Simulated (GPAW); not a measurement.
**Mn3Si: relaxation of cell and atoms with PBEsol+D3(BJ)**

The system is Mn3Si.

```
CELL_PARAMETERS angstrom
0.00000 2.86100 2.86100
2.86100 0.00000 2.86100
2.86100 2.86100 0.00000
ATOMIC_POSITIONS crystal
Mn 0.75000 0.75000 0.75000
Mn 0.25000 0.25000 0.25000
Mn 0.50000 0.50000 0.50000
Si 0.00000 0.00000 0.00000
```

* Program: GPAW 26.7.0
* Task: relaxation of cell and atoms
* Functional: PBEsol
* Dispersion: D3(BJ)
* Potentials or basis: PAW data sets generated in the run's folder for this functional
* Cutoff: 600 eV
* Basis: pw
* k mesh: 6 × 6 × 6
* Occupations: fermi-dirac, width 0.05 eV
* Spin: collinear spin, ferromagnetic start
* Starting moments: [4.0, 4.0, 4.0, 0.0] μB
* Maxiter: 150
* Optimizer: BFGS
* Fmax: 0.02 eV/Å
* Max steps: 60
* Convergence: density=1e-05 forces=0.0001

- Relaxed volume: 10.61 Å³/atom
- Relaxed cell: a = 3.915 Å, b = 3.915 Å, c = 3.915 Å, α = 60.00°, β = 60.00°, γ = 60.00°
- Space group after relaxing (to 0.05 Å): Fm-3m (No. 225)
- Energy gained by relaxing: 72.2 meV/atom
- Ionic steps: 5
- Pressure after relaxing: 0.0 GPa
- Band gap on the k mesh: none (metal or under the smearing width)
- Net moment: 1.09 μB per cell
- Site moments: Mn -0.52, +2.07; Si +0.03 μB
- Dispersion energy per atom: -0.397 eV

The path:
```
step  energy change (eV)  largest force (eV/Å)  pressure (GPa)  volume (Å³)
   1              0.0000                0.0000          -19.42        46.84
   2             -0.0798                0.0000          -17.00        46.13
   3             -0.2836                0.0000            2.95        41.95
   4             -0.2889                0.0000           -0.30        42.50
   5             -0.2888                0.0000           -0.01        42.44
```

Final structure:
```
Mn Si
1.0
     0.00000    2.76862    2.76862
     2.76862    0.00000    2.76862
     2.76862    2.76862    0.00000
Mn Si
3 1
Direct
  0.75000 0.75000 0.75000
  0.25000 0.25000 0.25000
  0.50000 0.50000 0.50000
  0.00000 0.00000 0.00000
```

Levels at points of the mesh, in eV from the Fermi level:
Spin up:
```tsv
k point	band 21	band 22	band 23	band 24	band 25	band 26	band 27	band 28	band 29	band 30
(0.00, 0.00, 0.00)	-2.68	0.07	0.07	0.72	0.72	0.72	1.42	1.42	4.47	5.32
(0.50, 0.50, 0.00)	-2.24	-1.98	-0.71	-0.28	-0.28	0.32	0.76	0.99	0.99	1.36
(0.50, 0.50, 0.50)	-1.82	-0.70	-0.70	-0.67	-0.07	-0.07	0.68	0.68	1.01	5.15
```
Spin down:
| k point | band 21 | band 22 | band 23 | band 24 | band 25 | band 26 | band 27 | band 28 |
| --- | --- | --- | --- | --- | --- | --- | --- | --- |
| (0.00, 0.00, 0.00) | -1.69 | 0.26 | 0.26 | 0.26 | 1.08 | 1.08 | 1.74 | 1.74 |
| (0.50, 0.50, 0.00) | -2.18 | -0.65 | -0.65 | 0.05 | 0.15 | 0.94 | 1.01 | 1.47 |
| (0.50, 0.50, 0.50) | -2.04 | -1.14 | -1.14 | -1.06 | 1.01 | 1.01 | 1.57 | 1.61 |

It took 11 min on 1 thread of Arm Neoverse V1 (shared host), peak memory 0.32 GiB.

Caveat: each step starts from the last one's moments, so a moment once lost doesn't come back; later steps reuse the first step's grids; pairwise dispersion overbinds metals, which lowers pressure and volume.
